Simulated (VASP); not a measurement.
# Ba (Im-3m) in VASP: elastic constants with LDA

Aim: the elastic constants of Ba with LDA.

Program: VASP 6.6.1. These are calculated values, not measurements. Logs are shortened: lines on timing, memory, paths and dates and some standing lists are left out, and cuts for length are marked.

### Step 1. The structure

Symmetry: Im-3m, No. 229, cubic system. The conventional cell has a = 5.025 Å, b = 5.025 Å, c = 5.025 Å, α = 90.00°, β = 90.00°, γ = 90.00°. Ba (site symmetry m-3m) has 8 Ba at 4.35 Å as nearest neighbours.

### Step 2. Elastic constants, LDA

Input file POSCAR:

```
Ba
1.0
   -2.5125000000      2.5125000000      2.5125000000
    2.5125000000     -2.5125000000      2.5125000000
    2.5125000000      2.5125000000     -2.5125000000
Ba
1
Direct
    0.0000000000      0.0000000000      0.0000000000
```

Input file INCAR.step1:

```
  PREC = Accurate
  ENCUT = 580
  EDIFF = 1E-8
  ISMEAR = 0
  SIGMA = 0.1
  LREAL = F
  LASPH = T
  NELM = 80
  ALGO = Fast
  ISIF = 3
  LWAVE = F
  LCHARG = F
  IBRION = 2
  NSW = 40
  EDIFFG = -0.002
```

Input file INCAR.step2:

```
  PREC = Accurate
  ENCUT = 580
  EDIFF = 1E-8
  ISMEAR = 0
  SIGMA = 0.1
  LREAL = F
  LASPH = T
  NELM = 80
  ALGO = Fast
  ISIF = 3
  LWAVE = F
  LCHARG = F
  IBRION = 6
  NFREE = 2
  POTIM = 0.015
  NSW = 1
```

Input file KPOINTS:

```
Automatic mesh
0
Gamma
  12 12 12
```

Potentials or basis: VASP PAW LDA potentials, release 64 (Ba_sv).

The run is started by

```bash
$ cat potpaw_LDA.64/Ba_sv/POTCAR > POTCAR
$ cp INCAR.step1 INCAR
$ mpirun -np 1 vasp_std > vasp.out
$ cp CONTCAR POSCAR
$ cp INCAR.step2 INCAR
$ mpirun -np 1 vasp_std > vasp.out
```

OUTCAR:

```text
PREC = Accurate
   ENCUT = 580
   EDIFF = 1E-8
   ISMEAR = 0
   LREAL = F
   LASPH = T
   NELM = 80
   ISIF = 3
   IBRION = 6
   NFREE = 2
   POTIM = 0.015
   NSW = 1

 ion  position               nearest neighbor table
   1  0.000  0.000  0.000-

  LATTYP: Found a body centered cubic cell.
 ALAT       =     4.7648990878

  Lattice vectors:

 A1 = (  -2.3824495439,   2.3824495439,   2.3824495439)
 A2 = (   2.3824495439,  -2.3824495439,   2.3824495439)
 A3 = (   2.3824495439,   2.3824495439,  -2.3824495439)

Analysis of symmetry for initial positions (statically):
=====================================================================
 Subroutine PRICEL returns:
 Original cell was already a primitive cell.

 Routine SETGRP: Setting up the symmetry group for a
 body centered cubic supercell.

 Subroutine GETGRP returns: Found 48 space group operations
 (whereof 48 operations were pure point group operations)
 out of a pool of 48 trial point group operations.

The static configuration has the point symmetry O_h .

Analysis of symmetry for dynamics (positions and initial velocities):
=====================================================================
 Subroutine PRICEL returns:
 Original cell was already a primitive cell.

 Routine SETGRP: Setting up the symmetry group for a
 body centered cubic supercell.

 Subroutine GETGRP returns: Found 48 space group operations
 (whereof 48 operations were pure point group operations)
 out of a pool of 48 trial point group operations.

The dynamic configuration has the point symmetry O_h .

 Subroutine INISYM returns: Found 48 space group operations
 (whereof 48 operations are pure point group operations),
 and found     1 'primitive' translations

----------------------------------------------------------------------------------------

                                     Primitive cell

  volume of cell :      54.0918

  direct lattice vectors                    reciprocal lattice vectors
    -2.382449544  2.382449544  2.382449544     0.000000000  0.209868033  0.209868033
     2.382449544 -2.382449544  2.382449544     0.209868033  0.000000000  0.209868033
     2.382449544  2.382449544 -2.382449544     0.209868033  0.209868033  0.000000000

  length of vectors
     4.126523657  4.126523657  4.126523657     0.296798219  0.296798219  0.296798219

  position of ions in fractional coordinates (direct lattice)
     0.000000000  0.000000000  0.000000000

  ion indices of the primitive-cell ions
   primitive index   ion index
                 1           1

----------------------------------------------------------------------------------------

 KPOINTS: Automatic mesh

Automatic generation of k-mesh.
 Grid dimensions read from file:
 generate k-points for:   12   12   12

 Generating k-lattice:

  Cartesian coordinates                     Fractional coordinates (reciprocal lattice)
     0.000000000  0.017489003  0.017489003     0.083333333  0.000000000  0.000000000
     0.017489003  0.000000000  0.017489003     0.000000000  0.083333333  0.000000000
     0.017489003  0.017489003  0.000000000     0.000000000  0.000000000  0.083333333

  Length of vectors
     0.024733185  0.024733185  0.024733185

  Shift w.r.t. Gamma in fractional coordinates (k-lattice)
     0.000000000  0.000000000  0.000000000
[... 99 lines left out ...]
  ext. energy  EPLUGINS =         0.00000000
  ---------------------------------------------------
  free energy    TOTEN  =        -2.25338598 eV

  energy without entropy =       -2.24757227  energy(sigma->0) =       -2.25047912

------------------------ aborting loop because EDIFF is reached ----------------------------------------

  FORCE on cell =-STRESS in cart. coord.  units (eV):
  Direction    XX          YY          ZZ          XY          YZ          ZX
  --------------------------------------------------------------------------------------
  -------------------------------------------------------------------------------------
  Total        0.0011458      0.0011458      0.0011458      0.0000000      0.0000000      0.0000000
  in kB        0.0339371      0.0339371      0.0339371      0.0000000      0.0000000      0.0000000
  external PRESSURE =       0.0339371 kB  Pullay stress =       0.0000000 kB
[... 86 lines left out ...]
  FREE ENERGIE OF THE ION-ELECTRON SYSTEM (eV)
  ---------------------------------------------------
  free  energy   TOTEN  =        -2.2527908098 eV

  energy  without entropy=       -2.2471615286  energy(sigma->0) =       -2.24997617

[... ionic steps 4 to 12 ...]

--------------------------------------- Ionic step       13  -------------------------------------------

 number of electron       9.9999999 magnetization

------------------------ aborting loop because EDIFF is reached ----------------------------------------
[... 65 lines left out ...]
--------------------------------------- Ionic step       15  -------------------------------------------

 number of electron       9.9999999 magnetization

 Free energy of the ion-electron system (eV)
  ---------------------------------------------------
  ext. energy  EPLUGINS =         0.00000000
  ---------------------------------------------------
  free energy    TOTEN  =        -2.25338696 eV

  energy without entropy =       -2.24757326  energy(sigma->0) =       -2.25048011

 E-fermi :   1.9593     XC(G=0):  -8.1278

 val. band max:        1.9370534532   @ k =   0.2500   0.2500   0.0833
 cond. band min:       1.9727252525   @ k =  -0.4167  -0.4167   0.1667
 fundamental gap:      0.0356717993
 Fermi energy:         1.9593031233

 k-point     1 :       0.0000    0.0000    0.0000
  band No.  band energies     occupation
      1     -26.6272      2.00000
      2     -11.4708      2.00000
      3     -11.4708      2.00000
      4     -11.4708      2.00000
      5      -0.8460      2.00000
      6       3.8818      0.00000
      7       3.8818      0.00000
      8       3.8818      0.00000
      9       5.5644      0.00000
[... 265 lines left out ...]
 k-point    24 :       0.4167    0.0833    0.0833
  band No.  band energies     occupation
      1     -26.5406      2.00000
      2     -12.1764      2.00000
      3     -11.7461      2.00000
      4     -11.5301      2.00000
      5       1.2721      2.00000
      6       2.5031      0.00000
      7       3.5587      0.00000
      8       5.7187      0.00000
      9       6.2690      0.00000

 [... further k-points ...]

------------------------ aborting loop because EDIFF is reached ----------------------------------------

  FORCE on cell =-STRESS in cart. coord.  units (eV):
  Direction    XX          YY          ZZ          XY          YZ          ZX
  --------------------------------------------------------------------------------------
  -------------------------------------------------------------------------------------
  Total        0.0010701      0.0010701      0.0010701      0.0000000      0.0000000     -0.0000000
  in kB        0.0316959      0.0316959      0.0316959      0.0000000      0.0000000     -0.0000000
  external PRESSURE =       0.0316959 kB  Pullay stress =       0.0000000 kB
[... 16 lines left out ...]
  FREE ENERGIE OF THE ION-ELECTRON SYSTEM (eV)
  ---------------------------------------------------
  free  energy   TOTEN  =        -2.2533869647 eV

  energy  without entropy=       -2.2475732594  energy(sigma->0) =       -2.25048011

 INTERNAL STRAIN TENSORS FROM STRAINED CELLS
 ============================================

 INTERNAL STRAIN TENSOR FOR ION    1 for displacements in x,y,z  (eV/Angst):
          X           Y           Z          XY          YZ          ZX
  --------------------------------------------------------------------------------
  x     0.00000     0.00000     0.00000    -0.00000    -0.00000    -0.00000
  y    -0.00000    -0.00000     0.00000     0.00000    -0.00000    -0.00000
  z    -0.00000     0.00000     0.00000    -0.00000     0.00000     0.00000

 INTERNAL STRAIN TENSORS FROM DISPLACED ATOMS
 ============================================

 INTERNAL STRAIN TENSOR FOR ION    1 for displacements in x,y,z  (eV/Angst):
          X           Y           Z          XY          YZ          ZX
  --------------------------------------------------------------------------------
  x     0.00000     0.00000     0.00000     0.00000     0.00000     0.00000
  y     0.00000     0.00000     0.00000     0.00000     0.00000     0.00000
  z     0.00000     0.00000     0.00000     0.00000     0.00000     0.00000

 Eigenvectors and eigenvalues of the dynamical matrix
 ----------------------------------------------------

   1 f  =    0.000000 THz     0.000000 2PiTHz    0.000000 cm-1     0.000000 meV
             X         Y         Z           dx          dy          dz
      0.000000  0.000000  0.000000     0.000000    0.000000    1.000000

   2 f  =    0.000000 THz     0.000000 2PiTHz    0.000000 cm-1     0.000000 meV
             X         Y         Z           dx          dy          dz
      0.000000  0.000000  0.000000    -0.554700   -0.832050    0.000000

   3 f  =    0.000000 THz     0.000000 2PiTHz    0.000000 cm-1     0.000000 meV
             X         Y         Z           dx          dy          dz
      0.000000  0.000000  0.000000     0.832050   -0.554700    0.000000

--------------------------------------------------------------------------------------------------------

 ELASTIC MODULI CONTR FROM IONIC RELAXATION (kBar)
 Direction    XX          YY          ZZ          XY          YZ          ZX
 --------------------------------------------------------------------------------
 XX           0.0000      0.0000      0.0000      0.0000      0.0000      0.0000
 YY           0.0000      0.0000      0.0000      0.0000      0.0000      0.0000
 ZZ           0.0000      0.0000      0.0000      0.0000      0.0000      0.0000
 XY           0.0000      0.0000      0.0000      0.0000      0.0000      0.0000
 YZ           0.0000      0.0000      0.0000      0.0000      0.0000      0.0000
 ZX           0.0000      0.0000      0.0000      0.0000      0.0000      0.0000
 --------------------------------------------------------------------------------

 TOTAL ELASTIC MODULI (kBar)
 Direction    XX          YY          ZZ          XY          YZ          ZX
 --------------------------------------------------------------------------------
 XX         146.6275     85.9799     85.9799     -0.0000      0.0000     -0.0000
 YY          85.9799    146.6275     85.9799     -0.0000      0.0000     -0.0000
 ZZ          85.9799     85.9799    146.6275      0.0000     -0.0000     -0.0000
 XY          -0.0000     -0.0000      0.0000    121.6958     -0.0000      0.0000
 YZ           0.0000      0.0000     -0.0000     -0.0000    121.6958      0.0000
 ZX          -0.0000     -0.0000     -0.0000      0.0000      0.0000    121.6958
 --------------------------------------------------------------------------------
```

Run time: 14 min. Hardware: 1 thread of Intel Xeon 6975P-C (Granite Rapids), shared host; peak memory 0.54 GiB.

Results:

```yaml
Relaxed_volume: 54.09 Å³/atom
Relaxed_cell: a = 4.127 Å, b = 4.127 Å, c = 4.127 Å, α = 109.47°, β = 109.47°, γ = 109.47°
Space_group_after_relaxing_to_0.05_Å: Im-3m (No. 229)
Elastic_constants_C11_C12_C44: 15, 9, 12 GPa
Voigt_bulk_modulus: 11 GPa
```

The path:
```tsv
step	energy change (eV)	largest force (eV/Å)	pressure (GPa)	volume (Å³)
1	0.0000	0.0000	-1.30	63.44
2	-0.0303	0.0000	-0.77	58.82
3	-0.0420	0.0000	-0.13	54.79
4	-0.0423	0.0000	0.00	54.09
```

Final structure:
```yaml
crystal:
  lattice:
    - [-2.38245, 2.38245, 2.38245]
    - [2.38245, -2.38245, 2.38245]
    - [2.38245, 2.38245, -2.38245]
  atoms:
    - { symbol: Ba, position: [0.00000, 0.00000, 0.00000] }
```

Elastic tensor in Voigt notation (GPa, in the Cartesian axes of the cell as first typed):
```
15  9  9  0  0  0
 9 15  9  0  0  0
 9  9 15  0  0  0
 0  0  0 12  0  0
 0  0  0  0 12  0
 0  0  0  0  0 12
```

Clamped-ion elastic tensor (GPa):
```
15  9  9  0  0  0
 9 15  9  0  0  0
 9  9 15  0  0  0
 0  0  0 12  0  0
 0  0  0  0 12  0
 0  0  0  0  0 12
```

Spin-orbit coupling is left out, which matters for the levels of Ba.
